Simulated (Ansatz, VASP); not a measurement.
# One calculation of Au, two programs

```
Au
1.0
     0.00000    2.07906    2.07906
     2.07906    0.00000    2.07906
     2.07906    2.07906    0.00000
Au
1
Direct
  0.00000 0.00000 0.00000
```

Alike in both runs: functional PBE; k mesh 18 × 18 × 18; occupations gaussian, width 0.1 eV; no spin polarisation.

Ansatz relaxed the structure, and its values are those at the end. VASP's run is a single point on that final structure, the one shown.

```csv
,VASP,Ansatz
version,VASP 6.6.1,Ansatz 0.2.0
potentials or method,"VASP PAW PBE potentials, release 64 (Au)","scalar-relativistic, plane waves, PAW"
plane-wave cutoff (eV),520,420
valence electrons in the cell,11,19
```

Ansatz gave:

- gap on the k mesh at the Fermi level (eV): none
- pressure (GPa): 0.0

Which values does VASP return?

gap on the k mesh at the Fermi level (eV): none; pressure (GPa): -0.3.

A gap of «none» marks a metal or a gap that the smearing closes. The two sets of potentials don't hold the same shells in valence.

The runs have no spin-orbit coupling, so splittings on Au are missing.
